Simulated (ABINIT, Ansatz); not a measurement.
# KF (Carobbiite): from the cell to the phonon bands, part 2 of 4

Wanted: phonon bands, density of states and zone-centre response of KF (Carobbiite).

ABINIT 10.8.3; DFT LDA, scalar-relativistic, plane waves, PseudoDojo norm-conserving pseudopotentials.

So far. Step 3 (Ground state): The cell stands at -1.8 GPa: the relaxation ran with a smoothed and higher cutoff and on another k mesh. Step 5 (Linear response at Γ): The acoustic modes at Γ come out as far as 2.3 cm⁻¹ from zero, where they should vanish, a small numerical error; the Born charges miss their sum rule by 8.1e-4 e, which is good.

**6. Modes with the sum rule**

anaddb reads the merged derivatives, imposes the acoustic sum rule and charge neutrality, and adds the LO-TO term along chosen directions.

The input, anaddb.abi:

```
ddb_filepath "gamma_DDB"
output_file "anaddb.abo"
outdata_prefix "anaddb"
asr 1
chneut 1
enunit 2
eivec 1
nph1l 1
qph1l 0.0 0.0 0.0 1.0
dieflag 1
nph2l 3
qph2l 
    1.0 0.0 0.0 0.0
    0.0 0.0 1.0 0.0
    1.0 1.0 1.0 0.0
```

The input, mrgddb.in:

```
gamma_DDB
merged
2
dfpt_gammao_DS2_DDB
gso_DDB
```

On the command line:

```console
$ mrgddb < mrgddb.in > mrgddb.log
$ OMP_NUM_THREADS=1 anaddb anaddb.abi > anaddb.log
```

anaddb.abo, the main output file:

```text
[banners, grids, parts of the stress and lines that vanish by symmetry left out]
-outvars_anaddb: echo values of input variables ----------------------

 Flags :
[...]
Dielectric Tensor and Effective Charges
[...]
Effective charge tensors after
[...]
Phonon wavevector (reduced coordinates) :  0.00000  0.00000  0.00000
 Phonon energies in Hartree :
[...]
Phonon energies in meV     :
-  0.000000E+00  0.000000E+00  0.000000E+00  2.615067E+01  2.615067E+01
-  2.615067E+01
 Phonon frequencies in cm-1    :
-  0.000000E+00  0.000000E+00  0.000000E+00  2.109194E+02  2.109194E+02
-  2.109194E+02
 Phonon frequencies in Thz     :
-  0.000000E+00  0.000000E+00  0.000000E+00  6.323204E+00  6.323204E+00
-  6.323204E+00
 Phonon energies in Kelvin  :
-  0.000000E+00  0.000000E+00  0.000000E+00  3.034660E+02  3.034660E+02
-  3.034660E+02
[...]
-  1  0.00000000E+00  0.00000000E+00 -3.07287067E-03
-     0.00000000E+00  0.00000000E+00  0.00000000E+00
-  2  0.00000000E+00  0.00000000E+00 -3.07286899E-03
-     0.00000000E+00  0.00000000E+00  0.00000000E+00
[...]
-  1  0.00000000E+00  3.07287067E-03  0.00000000E+00
-     0.00000000E+00  0.00000000E+00  0.00000000E+00
-  2  0.00000000E+00  3.07286899E-03  0.00000000E+00
-     0.00000000E+00  0.00000000E+00  0.00000000E+00
[...]
-  1  3.07287067E-03  0.00000000E+00  0.00000000E+00
-     0.00000000E+00  0.00000000E+00  0.00000000E+00
-  2  3.07286899E-03  0.00000000E+00  0.00000000E+00
-     0.00000000E+00  0.00000000E+00  0.00000000E+00
[...]
-  1  0.00000000E+00 -4.42084526E-07 -2.14202062E-03
-     0.00000000E+00  0.00000000E+00  0.00000000E+00
-  2 -1.92235449E-07  9.09800825E-07  4.40823421E-03
-     0.00000000E+00  0.00000000E+00  0.00000000E+00
[...]
-  1  1.45670299E-07  2.14202062E-03 -4.42078173E-07
-     0.00000000E+00  0.00000000E+00  0.00000000E+00
-  2 -2.99786466E-07 -4.40823420E-03  9.09787751E-07
-     0.00000000E+00  0.00000000E+00  0.00000000E+00
[...]
-  1  2.14202066E-03 -1.45651017E-07  0.00000000E+00
-     0.00000000E+00  0.00000000E+00  0.00000000E+00
-  2 -4.40823429E-03  2.99746785E-07 -1.92297316E-07
-     0.00000000E+00  0.00000000E+00  0.00000000E+00
[...]
-     1         -0.000000     0.000000    -0.000000     0.000000
-     2          0.000000     0.000000     0.000000     0.000000
-     3          0.000000    -0.000000     0.000000     0.000000
-     4          0.000067    -0.000317    -1.537587     1.537587
-     5          0.000105     1.537587    -0.000317     1.537587
-     6          1.537587    -0.000105     0.000067     1.537587
[...]
-   1     Real    0.0000E+00  0.0000E+00  0.0000E+00  0.0000E+00  0.0000E+00  0.0000E+00  0.0000E+00
[...]
-   2     Real    0.0000E+00  0.0000E+00  0.0000E+00  0.0000E+00  0.0000E+00  0.0000E+00  0.0000E+00
[...]
-   3     Real    0.0000E+00  0.0000E+00  0.0000E+00  0.0000E+00  0.0000E+00  0.0000E+00  0.0000E+00
[...]
-   4     Real    1.0800E-13  2.4190E-12  5.6789E-05 -5.1111E-13 -2.4765E-09  1.1721E-08  5.6789E-05
[...]
-   5     Real    2.6264E-13  5.6789E-05  2.4189E-12  3.8620E-09 -7.9706E-13 -1.1720E-08  5.6789E-05
[...]
-   6     Real    5.6789E-05  2.6257E-13  1.0806E-13 -3.8615E-09  2.4773E-09 -1.6845E-13  5.6789E-05
[...]
Phonon at Gamma, with non-analyticity in the
[...]
Phonon energies in Hartree :
[...]
Phonon energies in meV     :
-  0.000000E+00  0.000000E+00  0.000000E+00  2.615067E+01  2.615067E+01
-  4.210540E+01
 Phonon frequencies in cm-1    :
-  0.000000E+00  0.000000E+00  0.000000E+00  2.109194E+02  2.109194E+02
-  3.396030E+02
 Phonon frequencies in Thz     :
-  0.000000E+00  0.000000E+00  0.000000E+00  6.323204E+00  6.323204E+00
-  1.018104E+01
 Phonon energies in Kelvin  :
-  0.000000E+00  0.000000E+00  0.000000E+00  3.034660E+02  3.034660E+02
-  4.886129E+02
[...]
-  1  0.00000000E+00  0.00000000E+00 -3.07287067E-03
-     0.00000000E+00  0.00000000E+00  0.00000000E+00
-  2  0.00000000E+00  0.00000000E+00 -3.07286899E-03
-     0.00000000E+00  0.00000000E+00  0.00000000E+00
[...]
Phonon at Gamma, with non-analyticity in the
[...]
Phonon energies in Hartree :
[...]
Phonon energies in meV     :
-  0.000000E+00  0.000000E+00  0.000000E+00  2.615067E+01  2.615067E+01
-  4.210540E+01
 Phonon frequencies in cm-1    :
-  0.000000E+00  0.000000E+00  0.000000E+00  2.109194E+02  2.109194E+02
-  3.396030E+02
 Phonon frequencies in Thz     :
-  0.000000E+00  0.000000E+00  0.000000E+00  6.323204E+00  6.323204E+00
-  1.018104E+01
 Phonon energies in Kelvin  :
-  0.000000E+00  0.000000E+00  0.000000E+00  3.034660E+02  3.034660E+02
-  4.886129E+02
[...]
Phonon at Gamma, with non-analyticity in the
[...]
Phonon energies in Hartree :
[...]
Phonon energies in meV     :
-  0.000000E+00  0.000000E+00  0.000000E+00  2.615067E+01  2.615067E+01
-  4.210540E+01
 Phonon frequencies in cm-1    :
-  0.000000E+00  0.000000E+00  0.000000E+00  2.109194E+02  2.109194E+02
-  3.396030E+02
 Phonon frequencies in Thz     :
-  0.000000E+00  0.000000E+00  0.000000E+00  6.323204E+00  6.323204E+00
-  1.018104E+01
 Phonon energies in Kelvin  :
-  0.000000E+00  0.000000E+00  0.000000E+00  3.034660E+02  3.034660E+02
-  4.886129E+02
[...]
-  1  7.03724697E-06 -3.07279048E-03 -2.10387536E-05
-     0.00000000E+00  0.00000000E+00  0.00000000E+00
-  2  7.03689661E-06 -3.07278914E-03 -2.10390885E-05
-     0.00000000E+00  0.00000000E+00  0.00000000E+00
[...]
-  1  3.07285804E-03  7.00099596E-06  5.28396587E-06
-     0.00000000E+00  0.00000000E+00  0.00000000E+00
-  2  3.07285670E-03  7.00133843E-06  5.28430928E-06
-     0.00000000E+00  0.00000000E+00  0.00000000E+00
[...]
-  1  2.77373915E-04  1.35678088E-03 -1.63415480E-03
-     0.00000000E+00  0.00000000E+00  0.00000000E+00
-  2 -5.70829789E-04 -2.79222704E-03  3.36305683E-03
-     0.00000000E+00  0.00000000E+00  0.00000000E+00
[...]
-  1  1.72681752E-03 -1.10362162E-03 -6.23195904E-04
-     0.00000000E+00  0.00000000E+00  0.00000000E+00
-  2 -3.55375479E-03  2.27123050E-03  1.28252430E-03
-     0.00000000E+00  0.00000000E+00  0.00000000E+00
[...]
Direction                     Dielectric constant
[...]
0.00000   0.00000   1.00000      5.43257855
   1.00000   1.00000   1.00000      5.43257855
-
```

The job ended after 0.69 s (1 thread of Intel Xeon Platinum 8488C (Sapphire Rapids), shared host).

Numbers from this step:

| Item | Value |
| --- | --- |
| mean static dielectric constant | 5.433 |
| highest mode moved by the LO-TO term | 339.6 cm⁻¹ |

No LO-TO term; unit eigenvectors of the mass-weighted matrix, from anaddb's displacements. The modes at Γ (shares of kinetic energy by element, %):

| mode | frequency (cm⁻¹) | symmetry | K % | F % |
| --- | --- | --- | --- | --- |
| 1 | 0.0 | acoustic | 67 | 33 |
| 2 | 0.0 | acoustic | 67 | 33 |
| 3 | 0.0 | acoustic | 67 | 33 |
| 4 | 210.9 | T1u | 33 | 67 |
| 5 | 210.9 | T1u | 33 | 67 |
| 6 | 210.9 | T1u | 33 | 67 |

Displacements in mode 4 (210.9 cm⁻¹), the largest set to 1:
```
K1   0.00  0.00 -0.49
F2   0.00  0.00  1.00
```

Trace of the oscillator strength, degenerate modes summed. Lines of the infrared spectrum (strongest = 100):

| position (cm⁻¹) | lines merged | IR intensity, relative |
| --- | --- | --- |
| 211 | 3 | 100 |

Static dielectric tensor (ions relaxed, fixed cell):

```
5.43 0.00 0.00
0.00 5.43 0.00
0.00 0.00 5.43
```

The rule moves no optical mode by more than 0.1 cm⁻¹.

**7. Sum rules set otherwise (asr 0)**

Without the rule the raw error of the acoustic modes shows.

anaddb.abi, as its differences from that of step 6:

```diff
@@ -3,4 +3,4 @@
 outdata_prefix "anaddb"
-asr 1
-chneut 1
+asr 0
+chneut 0
 enunit 2
```

mrgddb.in is that of step 6.

anaddb.abo, the main output file:

```text
[banners, grids, parts of the stress and lines that vanish by symmetry left out]
-outvars_anaddb: echo values of input variables ----------------------

 Flags :
[...]
Dielectric Tensor and Effective Charges
[...]
Effective charge tensors after
[...]
Phonon wavevector (reduced coordinates) :  0.00000  0.00000  0.00000
 Phonon energies in Hartree :
[...]
Phonon energies in meV     :
-  2.815551E-01  2.815551E-01  2.815551E-01  2.615368E+01  2.615368E+01
-  2.615368E+01
 Phonon frequencies in cm-1    :
-  2.270895E+00  2.270895E+00  2.270895E+00  2.109436E+02  2.109436E+02
-  2.109436E+02
 Phonon frequencies in Thz     :
-  6.807972E-02  6.807972E-02  6.807972E-02  6.323931E+00  6.323931E+00
-  6.323931E+00
 Phonon energies in Kelvin  :
-  3.267311E+00  3.267311E+00  3.267311E+00  3.035008E+02  3.035008E+02
-  3.035008E+02
[...]
-  1  0.00000000E+00 -3.33072083E-07  3.07320100E-03
-     0.00000000E+00  0.00000000E+00  0.00000000E+00
-  2  0.00000000E+00 -3.32962405E-07  3.07218902E-03
-     0.00000000E+00  0.00000000E+00  0.00000000E+00
[...]
-  1  1.71018525E-07 -3.07320100E-03 -3.33074730E-07
-     0.00000000E+00  0.00000000E+00  0.00000000E+00
-  2  1.70962210E-07 -3.07218901E-03 -3.32965051E-07
-     0.00000000E+00  0.00000000E+00  0.00000000E+00
[...]
-  1  3.07320101E-03  1.71023680E-07  0.00000000E+00
-     0.00000000E+00  0.00000000E+00  0.00000000E+00
-  2  3.07218903E-03  1.70967363E-07  0.00000000E+00
-     0.00000000E+00  0.00000000E+00  0.00000000E+00
[...]
-  1  0.00000000E+00  0.00000000E+00  2.14154669E-03
-     0.00000000E+00  0.00000000E+00  0.00000000E+00
-  2  0.00000000E+00 -1.11803515E-07 -4.40870820E-03
-     0.00000000E+00  0.00000000E+00  0.00000000E+00
[...]
-  1  0.00000000E+00 -2.14154669E-03  0.00000000E+00
-     0.00000000E+00  0.00000000E+00  0.00000000E+00
-  2 -1.06347778E-07  4.40870820E-03 -1.11803386E-07
-     0.00000000E+00  0.00000000E+00  0.00000000E+00
[...]
-  1  2.14154669E-03  0.00000000E+00  0.00000000E+00
-     0.00000000E+00  0.00000000E+00  0.00000000E+00
-  2 -4.40870820E-03 -1.06347643E-07  0.00000000E+00
-     0.00000000E+00  0.00000000E+00  0.00000000E+00
[...]
-     1          0.000000    -0.000000     0.000838     0.000838
-     2          0.000000    -0.000838    -0.000000     0.000838
-     3          0.000838     0.000000    -0.000000     0.000838
-     4          0.000002     0.000039     1.537332     1.537332
-     5          0.000037    -1.537332     0.000039     1.537332
-     6          1.537332     0.000037    -0.000002     1.537332
[...]
-   1     Real    0.0000E+00  0.0000E+00  1.3263E-11  0.0000E+00  0.0000E+00  0.0000E+00  1.3263E-11
[...]
-   2     Real    0.0000E+00  1.3263E-11  0.0000E+00  0.0000E+00  0.0000E+00  0.0000E+00  1.3263E-11
[...]
-   3     Real    1.3263E-11  0.0000E+00  0.0000E+00  0.0000E+00  0.0000E+00  0.0000E+00  1.3263E-11
[...]
-   4     Real    0.0000E+00  3.6513E-14  5.6776E-05  0.0000E+00  6.8520E-11  1.4398E-09  5.6776E-05
[...]
-   5     Real    3.3037E-14  5.6776E-05  3.6513E-14 -1.3696E-09  3.4731E-14 -1.4398E-09  5.6776E-05
[...]
-   6     Real    5.6776E-05  3.3037E-14  0.0000E+00  1.3695E-09 -6.8555E-11  0.0000E+00  5.6776E-05
[...]
Phonon at Gamma, with non-analyticity in the
[...]
Phonon energies in Hartree :
[...]
Phonon energies in meV     :
-  2.815551E-01  2.815551E-01  2.817293E-01  2.615368E+01  2.615368E+01
-  4.210413E+01
 Phonon frequencies in cm-1    :
-  2.270895E+00  2.270895E+00  2.272300E+00  2.109436E+02  2.109436E+02
-  3.395927E+02
 Phonon frequencies in Thz     :
-  6.807972E-02  6.807972E-02  6.812184E-02  6.323931E+00  6.323931E+00
-  1.018073E+01
 Phonon energies in Kelvin  :
-  3.267311E+00  3.267311E+00  3.269333E+00  3.035008E+02  3.035008E+02
-  4.885982E+02
[...]
-  1  0.00000000E+00  3.33093775E-07 -3.07320100E-03
-     0.00000000E+00  0.00000000E+00  0.00000000E+00
-  2  0.00000000E+00  3.32984090E-07 -3.07218902E-03
-     0.00000000E+00  0.00000000E+00  0.00000000E+00
[...]
Phonon at Gamma, with non-analyticity in the
[...]
Phonon energies in Hartree :
[...]
Phonon energies in meV     :
-  2.815551E-01  2.815551E-01  2.817293E-01  2.615368E+01  2.615368E+01
-  4.210413E+01
 Phonon frequencies in cm-1    :
-  2.270895E+00  2.270895E+00  2.272300E+00  2.109436E+02  2.109436E+02
-  3.395927E+02
 Phonon frequencies in Thz     :
-  6.807972E-02  6.807972E-02  6.812184E-02  6.323931E+00  6.323931E+00
-  1.018073E+01
 Phonon energies in Kelvin  :
-  3.267311E+00  3.267311E+00  3.269333E+00  3.035008E+02  3.035008E+02
-  4.885982E+02
[...]
Phonon at Gamma, with non-analyticity in the
[...]
Phonon energies in Hartree :
[...]
Phonon energies in meV     :
-  2.815551E-01  2.815551E-01  2.817293E-01  2.615368E+01  2.615368E+01
-  4.210413E+01
 Phonon frequencies in cm-1    :
-  2.270895E+00  2.270895E+00  2.272300E+00  2.109436E+02  2.109436E+02
-  3.395927E+02
 Phonon frequencies in Thz     :
-  6.807972E-02  6.807972E-02  6.812184E-02  6.323931E+00  6.323931E+00
-  1.018073E+01
 Phonon energies in Kelvin  :
-  3.267311E+00  3.267311E+00  3.269333E+00  3.035008E+02  3.035008E+02
-  4.885982E+02
[...]
-  1  2.49080171E-03 -1.50826537E-03 -9.82652985E-04
-     0.00000000E+00  0.00000000E+00  0.00000000E+00
-  2  2.48998149E-03 -1.50776874E-03 -9.82329430E-04
-     0.00000000E+00  0.00000000E+00  0.00000000E+00
[...]
-  1  1.77400345E-03  1.77393001E-03  1.77390553E-03
-     0.00000000E+00  0.00000000E+00  0.00000000E+00
-  2  1.77454178E-03  1.77446836E-03  1.77444388E-03
-     0.00000000E+00  0.00000000E+00  0.00000000E+00
[...]
-  1  2.77056056E-04  1.35664456E-03 -1.63370062E-03
-     0.00000000E+00  0.00000000E+00  0.00000000E+00
-  2 -5.70363145E-04 -2.79286463E-03  3.36322778E-03
-     0.00000000E+00  0.00000000E+00  0.00000000E+00
[...]
-  1  1.72647660E-03 -1.10317588E-03 -6.23300715E-04
-     0.00000000E+00  0.00000000E+00  0.00000000E+00
-  2 -3.55422161E-03  2.27105978E-03  1.28316183E-03
-     0.00000000E+00  0.00000000E+00  0.00000000E+00
[...]
Direction                     Dielectric constant
[...]
0.00000   0.00000   1.00000      5.43100325
   1.00000   1.00000   1.00000      5.43100325
-
```

Wall time 0.64 s (1 thread).

This step gave:

| Item | Value |
| --- | --- |
| mean static dielectric constant | 5.431 |

Zone-centre frequencies as printed; negative means imaginary. Modes:

| mode | frequency (cm⁻¹) |
| --- | --- |
| 1 | 2.27 |
| 2 | 2.27 |
| 3 | 2.27 |
| 4 | 210.9 |
| 5 | 210.9 |
| 6 | 210.9 |

(Continued in part 3 of 4.)

[Host names and launcher messages were left out of these logs when they were recorded.]

[Logs are printed without paths, hosts, clocks, repeated set-up lines and the standing remarks that a program may print on its own settings, such as how far it seeks lower states.]

[Hosts, paths, dates, database ids (printed as entryN), source tags and the programs' standing remarks are cut or masked in the printed files.]
